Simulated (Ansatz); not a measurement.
La2O3: changing the dispersion correction

The cell as given:

```
La O
1.0
     3.93078    0.00000    0.00000
    -1.96539    3.40415    0.00000
     0.00000    0.00000    6.11195
La O
2 3
Direct
  0.33333 0.66667 0.24624
  0.66667 0.33333 0.75376
  0.00000 0.00000 0.00000
  0.33333 0.66667 0.64589
  0.66667 0.33333 0.35411
```

The cell is a database's computed one, not the measured one.

Kept alike: task relaxation of cell and atoms; functional PBEsol; k mesh 8 × 8 × 5; occupations fermi-dirac, width 0.05 eV; no spin polarisation. Program: Ansatz, Ansatz PAW, cutoff 420 eV. The mesh is that of the run's cell of 5 atoms. No spin-orbit coupling.

| dispersion correction | volume (Å³/atom) | first edge of the run's cell (Å) | third edge of the run's cell (Å) |
| --- | --- | --- | --- |
| D3(BJ) | 15.565 | 3.890 | 5.939 |
| D3(BJ)-ATM | 15.614 | 3.892 | 5.952 |
| D4 | 15.736 | 3.895 | 5.987 |
| none | 15.963 | 3.906 | 6.041 |

The relaxations keep at least the cell's symmetry (P-3m1). Relaxations stop with a little pressure left, so the last digits of a volume or edge aren't settled. Ansatz's relaxations hold a Pulay term in the stress (up to 0.5 GPa here). All rows use potentials made for PBE.

Problem. What does the dispersion correction change here?

Solution. The volume runs from 15.565 (D3(BJ)) to 15.963 Å³/atom (none). Against no correction: D3(BJ) -2.5 %; D3(BJ)-ATM -2.2 %; D4 -1.4 %. Dispersion terms mostly attract and so lower the volume; the schemes' coefficients and damping set how far. The first edge of the run's cell runs from 3.890 (D3(BJ)) to 3.906 Å (none). The third edge of the run's cell runs from 5.939 (D3(BJ)) to 6.041 Å (none).
